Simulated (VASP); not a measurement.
The system is PbS.

```xyz
2
Lattice="4.0897 0.0000 0.0000 -2.0448 3.5418 0.0000 0.0000 0.0000 3.7882" Properties=species:S:1:pos:R:3 pbc="T T T"
Pb    0.0000    0.0000    0.0000
S     2.0448    1.1806    1.8941
```

Measurements of this composition are mostly on another form, of space group No. 225.

| Property | Result |
| --- | --- |
| Program | VASP 6.6.1 |
| Task | single point |
| Functional | PBE |
| Potentials or basis | VASP PAW PBE potentials, release 64 (Pb_d, S) |
| Cutoff | 520 eV |
| k mesh | 8 × 8 × 7 |
| Occupations | fermi-dirac, width 0.05 eV |
| Spin | no spin polarisation |

On this cell: pressure 0.0 GPa; largest force under 0.003 eV/Å; band gap on the k mesh 0.21 eV, indirect (least direct gap 1.65 eV).

The same run follows on a disturbed copy (atoms moved at random, drawn with an rms of 0.05 Å):

```xyz
2
Lattice="4.0897 0.0000 0.0000 -2.0448 3.5418 0.0000 0.0000 0.0000 3.7882" Properties=species:S:1:pos:R:3 pbc="T T T"
Pb    0.0310    0.0111   -0.0069
S     2.0037    1.1295    1.9106
```

Task: What changes?

Result: The energy moves by +3.7 meV/atom; pressure 0.1 GPa; largest force 0.161 eV/Å; band gap on the k mesh 0.11 eV, indirect (least direct gap 1.65 eV).

Forces in eV/Å, atoms in the order of the input:
```
Pb  -0.121 -0.104 -0.024
S    0.121  0.104  0.024
```

Stress tensor (GPa, compression positive):
```
 0.04 -0.02 -0.05
-0.02  0.04 -0.04
-0.05 -0.04  0.11
```

Caveats: spin-orbit coupling is left out, which as a rule narrows the gap of such compounds by several tenths of an eV; an odd mesh through Γ misses points on the zone boundary, where band edges often lie.
